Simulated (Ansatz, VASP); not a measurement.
## One calculation of Si2Ni, two programs

```xyz
6
Lattice="3.5451 0.0000 0.0008 0.0000 3.5449 -0.0012 -0.0003 0.0002 6.6191" Properties=species:S:1:pos:R:3 pbc="T T T"
Si    3.5451    1.7727    1.6550
Si    3.5449    1.7726    4.9646
Si    1.7725    0.0002    1.6553
Si    1.7723    0.0001    4.9647
Ni    0.0000    0.0000   -0.0001
Ni   -0.0002    0.0000    3.3096
```

Change from the starting cell: cell x2, atoms moved at random (sigma 0.15 Å) and cell strained at random (1.5 %), then relaxed without symmetry.

Alike in both runs: functional PBE; k mesh 6 × 6 × 4; occupations gaussian, width 0.2 eV; no spin polarisation.

Ansatz relaxed the structure, and its values are those at the end. VASP's run is a single point on that final structure, the one shown.

|  | VASP | Ansatz |
| --- | --- | --- |
| version | VASP 6.6.1 | Ansatz 0.2.0 |
| potentials or method | VASP PAW PBE potentials, release 64 (Si, Ni) | scalar-relativistic, plane waves, PAW |
| plane-wave cutoff (eV) | 520 | 420 |
| valence electrons in the cell | 36 | 52 |

```tsv
	VASP	Ansatz	Ansatz less VASP
gap on the k mesh at the Fermi level (eV)	none	none	-
pressure (GPa)	0.2	0.1	-0.09
```

A gap of «none» marks a metal or a gap that the smearing closes. The functional is the same, so the differences come from potentials, cutoffs and numerics. The two sets of potentials don't hold the same shells in valence.

Spin polarisation is off, so any magnetic state and its effect on volume and gap are missing.
